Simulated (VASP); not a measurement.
## B under changes of volume

One of the cells (9.295 Å³/atom); the others are scaled copies at fixed shape and fractional positions:

```
CELL_PARAMETERS angstrom
1.63532 0.00000 0.00000
0.00000 2.88513 0.00000
0.00000 0.00000 3.94032
ATOMIC_POSITIONS crystal
B 0.00000 0.50000 0.60926
B 0.50000 0.00000 0.39074
```

The cell was built by a generator and needn't be a form met in nature.

- Program: VASP 6.6.1
- Functional: r2SCAN
- Potentials or basis: VASP PAW PBE potentials, release 64 (B)
- Cutoff: 520 eV
- k mesh: 16 × 9 × 7
- Occupations: fermi-dirac, width 0.05 eV
- Spin: no spin polarisation

```csv
volume (Å³/atom),energy over the lowest point (meV/atom),pressure (GPa),largest force (eV/Å)
8.566,15.46,11.1,0.295
8.749,5.29,6.6,0.204
8.931,0.00,2.5,0.120
9.295,2.43,-4.7,0.028
9.478,?,?,?
9.660,19.87,-10.7,0.157
```

Task: What does the run at 9.478 Å³/atom give?

Result: Energy over the lowest point 9.44 meV/atom; pressure -7.8 GPa; largest force 0.095 eV/Å.

Worked out: A Birch-Murnaghan fit of order 3 (a polynomial in V^(-2/3)) to the other rows has its minimum at 9.06 Å³/atom with B0 = V·E''(V) = 183 GPa and B' = 3.3 at fixed shape and positions, which overstates the stiffness. It gives 9.45 meV/atom at 9.478 Å³/atom, against the run's 9.44, and -dE/dV = -7.7 GPa, against -7.8.

Energies are extrapolated to zero smearing.

Caveats: the PAW data sets were made with another functional, which shifts forces and pressure a little.
